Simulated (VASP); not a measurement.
Method: LDA (Ceperley-Alder, Perdew-Zunger), VASP's LDA PAW potentials (set 64) (plane waves; VASP).

VASP ran on this input.

File KPOINTS:
```
k-points along high-symmetry lines
15
Line-mode
Reciprocal
  0.000000   0.000000   0.000000 ! GAMMA
  0.000000   0.500000   0.000000 ! X

  0.000000   0.500000   0.000000 ! X
  0.500000   0.500000   0.000000 ! M

  0.500000   0.500000   0.000000 ! M
  0.000000   0.000000   0.000000 ! GAMMA

  0.000000   0.000000   0.000000 ! GAMMA
  0.500000   0.500000   0.500000 ! R

  0.500000   0.500000   0.500000 ! R
  0.000000   0.500000   0.000000 ! X

  0.500000   0.500000   0.500000 ! R
  0.500000   0.500000   0.000000 ! M
```

**INCAR**
```
SYSTEM = CsBr
PREC = Accurate
ENCUT = 520
EDIFF = 1E-7
NELM = 100
ALGO = Normal
LREAL = .FALSE.
LASPH = .TRUE.
ISMEAR = 0
SIGMA = 0.05
LMAXMIX = 4
LWAVE = .FALSE.
LCHARG = .FALSE.
LORBIT = 11
ICHARG = 11
```

POSCAR:
```
CsBr
1
    4.1474101829     0.0000000000     0.0000000000
    0.0000000000     4.1474101829     0.0000000000
    0.0000000000     0.0000000000     4.1474101829
Cs Br
1 1
Direct
  0.0000000000   0.0000000000   0.0000000000
  0.5000000000   0.5000000000   0.5000000000
```

POTCAR, in this order: Cs_sv Br (LDA.64 set). Program: vasp_std. Read from the step before: CHGCAR.

What VASP printed:

### OSZICAR
```
       N       E                     dE             d eps       ncg     rms          rms(c)
DAV:   1     0.897173905094E+02    0.89717E+02   -0.69079E+03  2160   0.115E+03
DAV:   2    -0.222151991010E+00   -0.89940E+02   -0.83079E+02  3144   0.180E+02
DAV:   3    -0.677866614599E+01   -0.65565E+01   -0.65197E+01  2640   0.546E+01
DAV:   4    -0.684511439867E+01   -0.66448E-01   -0.66414E-01  2544   0.640E+00
DAV:   5    -0.684572121515E+01   -0.60682E-03   -0.60676E-03  2616   0.595E-01
DAV:   6    -0.684573275847E+01   -0.11543E-04   -0.11543E-04  2588   0.735E-02
DAV:   7    -0.684573307174E+01   -0.31328E-06   -0.31324E-06  2656   0.102E-02
DAV:   8    -0.684573308132E+01   -0.95711E-08   -0.95612E-08  2148   0.160E-03
   1 F= -.68457331E+01 E0= -.68457331E+01  d E =-.669211E-11
```

### OUTCAR
```
 val. band max:        0.1755691322   @ k =   0.0000   0.0000   0.0000

 cond. band min:       4.6858401288   @ k =   0.0000   0.0000   0.0000



 k-point     1 :       0.0000    0.0000    0.0000
  band No.  band energies     occupation
      1     -19.4739      2.00000
      2     -12.3811      2.00000
      3      -6.0147      2.00000
      4      -6.0147      2.00000
      5      -6.0147      2.00000
      6       0.1756      2.00000
      7       0.1756      2.00000
      8       0.1756      2.00000
      9       4.6858      0.00000
     10       4.6858      0.00000
     11       4.7107      0.00000
     12       9.4911      0.00000

 k-point     2 :       0.0000    0.0357    0.0000
  band No.  band energies     occupation
      1     -19.4728      2.00000
      2     -12.3817      2.00000
      3      -6.0218      2.00000
      4      -6.0127      2.00000
      5      -6.0127      2.00000
      6       0.1458      2.00000
      7       0.1716      2.00000
      8       0.1716      2.00000
      9       4.6951      0.00000
     10       4.7212      0.00000
     11       4.7511      0.00000
     12       9.4827      0.00000

 k-point     3 :       0.0000    0.0714    0.0000
  band No.  band energies     occupation
      1     -19.4697      2.00000
      2     -12.3834      2.00000
      3      -6.0427      2.00000
      4      -6.0069      2.00000
      5      -6.0069      2.00000
      6       0.0605      2.00000
      7       0.1600      2.00000
      8       0.1600      2.00000
      9       4.7226      0.00000
     10       4.8245      0.00000
     11       4.8702      0.00000
     12       9.4530      0.00000

 k-point     4 :       0.0000    0.1071    0.0000
  band No.  band energies     occupation
      1     -19.4646      2.00000
      2     -12.3862      2.00000
      3      -6.0758      2.00000
      4      -5.9974      2.00000
      5      -5.9974      2.00000
      6      -0.0696      2.00000
      7       0.1411      2.00000
...
```

The density is held fixed in this step, so its total energy and stress have no physical meaning. Unless said otherwise, spin-orbit coupling is left out, though it shifts the bands of the heavy elements here.

The compound is CsBr in the CsCl type structure. It was relaxed first, which changed the volume by -10 %.
